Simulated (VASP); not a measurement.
A run of VASP 6.6.1 is set up as follows.

The input INCAR:

```
SYSTEM = ZrO2
ALGO = Fast ; EDIFF = 1E-6
ENCUT = 520 ; GGA = PE
ISIF = 2 ; ISMEAR = 0
ISYM = 0 ; LASPH = .TRUE.
LCHARG = .FALSE. ; LREAL = Auto
LWAVE = .FALSE. ; NBANDS = 87
NELM = 100 ; PREC = Accurate
SIGMA = 0.1
```

File KPOINTS:

```
Automatic mesh
0
Gamma
  2 2 2
  0.5 0.5 0.5
```

POSCAR

```
ZrO2
1.0
   -3.5961000000      3.5961000000      0.0000000000
    0.0000000000      0.0000000000     -5.1770000000
   -3.5961000000     -7.1922000000      0.0000000000
Zr O
6 12
Direct
    0.3333333333      0.0000000000      0.6666666667
    0.6666666667      0.0000000000      0.3333333333
    0.0000000000      0.0000000000      0.0000000000
    0.1666666667      0.5000000000      0.3333333333
    0.5000000000      0.5000000000      0.0000000000
    0.8333333333      0.5000000000      0.6666666667
    0.5000000000      0.7970000000      0.5000000000
    0.8333333333      0.7970000000      0.1666666667
    0.1666666667      0.7970000000      0.8333333333
    0.5000000000      0.2970000000      0.5000000000
    0.8333333333      0.2970000000      0.1666666667
    0.1666666667      0.2970000000      0.8333333333
    0.0000000000      0.7030000000      0.5000000000
    0.3333333333      0.7030000000      0.1666666667
    0.6666666667      0.7030000000      0.8333333333
    0.0000000000      0.2030000000      0.5000000000
    0.3333333333      0.2030000000      0.1666666667
    0.6666666667      0.2030000000      0.8333333333
```

Potentials or basis: VASP PAW PBE potentials, release 64 (Zr_sv, O).

The run is started by

```sh
$ cat potpaw_PBE.64/Zr_sv/POTCAR potpaw_PBE.64/O/POTCAR > POTCAR
$ mpirun -np 1 vasp_std > vasp.out
```

Q: Predict the band gap on the k mesh.

A: 4.74 eV.

Q: What does it give for the largest force?

A: 0.026 eV/Å.

Stress tensor (GPa, compression positive):
```
5.35 0.03 0.00
0.03 5.35 0.00
0.00 0.00 5.64
```

Caveat: the k mesh is coarse (spacing up to 0.65 Å⁻¹), so the values aren't converged. A k mesh can miss the band edges.
